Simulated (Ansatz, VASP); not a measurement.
## TaSi2: VASP beside Ansatz

```xyz
9
Lattice="4.7800 0.0000 0.0000 -2.3900 4.1396 0.0000 0.0000 0.0000 6.5640" Properties=species:S:1:pos:R:3 pbc="T T T"
Ta   -1.1950    2.0698    1.0940
Ta    1.1950    2.0698    5.4700
Ta    2.3900    0.0000    3.2820
Si    1.1949    0.6899    1.0940
Si   -1.1951    3.4497    5.4700
Si    2.3900    2.7599    3.2820
Si    1.1951    3.4497    1.0940
Si    3.5851    0.6899    5.4700
Si    0.0000    1.3797    3.2820
```

Alike in both runs: task relaxation of cell and atoms; functional PBE; k mesh 5 × 5 × 3; occupations fermi-dirac, width 0.05 eV; no spin polarisation.

|  | VASP | Ansatz |
| --- | --- | --- |
| version | VASP 6.6.1 | Ansatz 0.2.0 |
| potentials or method | VASP PAW PBE potentials, release 64 (Ta_sv_GW, Si_GW) | Ansatz PAW |
| plane-wave cutoff (eV) | 600 | 420 |
| valence electrons in the cell | 63 | 63 |

```csv
,VASP,Ansatz,Ansatz less VASP
"gap on the k mesh at the Fermi level, each at its own relaxed structure (eV)",none,none,-
relaxed volume (Å³/atom),14.67,14.67,-0.001
relaxed cell length with the largest relative difference (Å),6.579,6.578,-0.0012
energy change over the relaxation (meV/atom),-20,-20,-0.1
```

A gap of «none» marks a metal or a gap that the smearing closes.

Caveats: the plane-wave basis is chosen anew once the cell has moved, so the energies of steps on either side of that aren't comparable (Ansatz). Spin-orbit coupling is left out, which matters for the levels of Ta. Zero-point motion and thermal expansion aren't in these numbers. PBE usually gives volumes a little too large and moduli too small.
